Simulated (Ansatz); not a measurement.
Crystal: ZrS2.

```
Zr S
1.0
     3.69138    0.00000    0.00000
    -1.84569    3.19683    0.00000
     0.00000    0.00000    6.04108
Zr S
1 2
Direct
  0.00000 0.00000 0.00000
  0.33333 0.66667 0.23791
  0.66667 0.33333 0.76209
```

The cell is a database's computed one.

```yaml
Program: Ansatz 0.2.0
Task: relaxation of cell and atoms
Functional: revPBE
Dispersion: D3(BJ)
Potentials_or_basis: Ansatz PAW
Cutoff: "420 eV (not typed: the program's choice for these potentials)"
k_mesh: 8 × 8 × 5
Occupations: fermi-dirac, width 0.05 eV
Spin: no spin polarisation
```

At the start: volume 23.76 Å³/atom.

Task: Where does the relaxation end?

Result: It ends after 7 steps and the volume is 20.98 Å³/atom (-11.7 %); space group P-3m1 (No. 164, to 0.05 Å).

The path:
```tsv
step	energy change (eV)	largest force (eV/Å)	volume (Å³)
1	0.0000	0.1202	71.29
2	-0.0611	0.3716	62.47
3	-0.1014	0.0400	63.15
4	-0.1029	0.0504	62.63
5	-0.1033	0.0042	62.89
6	-0.1033	0.0007	62.95
7	-0.1027	0.0002	62.95
```

Final structure:
```xyz
3
Lattice="3.6120 0.0000 0.0000 -1.8060 3.1281 0.0000 0.0000 0.0000 5.5719" Properties=species:S:1:pos:R:3 pbc="T T T"
Zr    0.0000    0.0000    0.0000
S     0.0000    2.0854    1.4669
S     1.8060    1.0427    4.1050
```

Caveat: the plane-wave basis is chosen anew once the cell has moved, so the energies of steps on either side of that aren't comparable; the PAW data sets come from PBE, with cores solved anew for the run's functional, which leaves a small shift of forces and pressure.
